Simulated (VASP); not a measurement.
The system is V.

```xyz
1
Lattice="-1.5144 1.5144 1.5144 1.5144 -1.5144 1.5144 1.5144 1.5144 -1.5144" Properties=species:S:1:pos:R:3 pbc="T T T"
V     0.0000    0.0000    0.0000
```

```yaml
Program: VASP 6.6.1
Task: relaxation of cell and atoms
Functional: r2SCAN
Dispersion: D3(BJ)
Potentials_or_basis: VASP PAW PBE potentials, release 64 (V_sv)
Cutoff: 600 eV
k_mesh: 12 × 12 × 12
Occupations: methfessel-paxton, width 0.1 eV
Spin: collinear spin, ferromagnetic start
Starting_moments: "[2.0] μB"
```

At the start: pressure -9.8 GPa; volume 13.89 Å³/atom.

Problem. Where does the relaxation end?

Solution. Over 4 steps the energy falls by 23.9 meV/atom and the volume is 13.05 Å³/atom (-6.1 %); space group Im-3m (No. 229, to 0.05 Å); moment 0.18 μB per cell.

Step by step:
| step | energy change (eV) | largest force (eV/Å) | pressure (GPa) | volume (Å³) |
| --- | --- | --- | --- | --- |
| 1 | 0.0000 | 0.0000 | -9.76 | 13.89 |
| 2 | 0.0081 | 0.0000 | 13.61 | 12.26 |
| 3 | -0.0237 | 0.0000 | -0.88 | 13.10 |
| 4 | -0.0239 | 0.0000 | -0.02 | 13.05 |

Final structure:
```
CELL_PARAMETERS angstrom
-1.48302 1.48302 1.48302
1.48302 -1.48302 1.48302
1.48302 1.48302 -1.48302
ATOMIC_POSITIONS crystal
V 0.00000 0.00000 0.00000
```

Caveat: the PAW data sets were made with another functional, which shifts forces and pressure a little; pairwise dispersion overbinds metals, which lowers pressure and volume.
